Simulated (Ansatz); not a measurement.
AgBr

Method: PBE, scalar-relativistic; no spin polarisation; PAW, 420 eV, Γ-centred 10×10×10 mesh, 0.05 eV Gaussian smearing; code Ansatz. The datasets are Ansatz's generated set soft_2.

```
Ag Br
1.0
     0.00000    2.92026    2.92026
     2.92026    0.00000    2.92026
     2.92026    2.92026    0.00000
Ag Br
1 1
Direct
  0.50000 0.50000 0.50000
  0.00000 0.00000 0.00000
```

The chain of runs began from a cell as deposited in COD, expanded in volume.

The run above is the reference. The same cell was run again with other input settings; several of them aren't fit for production, so the rows show the settings' effect and aren't properties of the material.

| keys changed | outcome | ΔE (meV/atom) | P (GPa) | gap on the mesh (eV) | cell moment (μB) | largest force component (eV/Å) | SCF iterations | rough core-seconds | new warnings |
| --- | --- | --- | --- | --- | --- | --- | --- | --- | --- |
| none (reference) | converged | 0.0 | 0.0 | 0.69 | – | 0.000 | – | – | – |
| scf.mixing.algorithm: "anderson"; scf.mixing.beta: 0.1; scf.mixing.ndim: 4; hamiltonian.xc: "pbe" → "rpbe" | converged | – | 2.7 | 0.87 | – | 0.000 | 10 | 2.3 | – |
| scf.mixing.preconditioner: "ldos"; scf.mixing.algorithm: "broyden"; scf.mixing.beta: 0.2 | converged | 0.0 | 0.0 | 0.69 | – | 0.000 | 6 | 1.9 | – |
| scf.initial_density.chi_scale: 0.0; scf.occupations.width: 0.05 → null; scf.occupations.method: "gaussian" → "tetrahedron" | converged | 0.0 | 0.0 | 0.69 | – | 0.000 | 7 | 2.1 | band table not solved further; tetrahedron derivatives may miss energy slope |

These changes also left energy (to 0.1 meV/atom), pressure, gap, moment and forces as in the reference: accuracy: "high" | scf.occupations.width: 0.05 → null; scf.occupations.method: "gaussian" → "tetrahedron"; scf.convergence.dr2_threshold: 0.0001.

ΔE is the energy with the smearing extrapolated to zero. It is left out where the change alters the Hamiltonian or the spin treatment. The varied runs start from atomic densities (corrected by the program's trained start where that serves), with the default search for lower states unless a row changes it.

Task: What happens with these changes: hamiltonian.dispersion: "d3bjatm"; scf.mixing.algorithm: "broyden"; scf.mixing.beta: 0.05?

Result: outcome converged, P (GPa) -2.0, gap on the mesh (eV) 0.69, largest force component (eV/Å) 0.000, SCF iterations 7, rough core-seconds 2.

Task: What happens with these changes: kpoints.mp_grid.grid: [10, 10, 10] → [15, 15, 15]?

Result: outcome converged, ΔE (meV/atom) 0.0, P (GPa) 0.0, gap on the mesh (eV) 0.70, largest force component (eV/Å) 0.000, SCF iterations 6, rough core-seconds 4.

The pair part of a dispersion correction pulls inward (a three-body part mostly pushes out), and in metals and ionic crystals with large ions it often overbinds.

Of the reference: Semilocal functionals underestimate band gaps, commonly by a third or more.
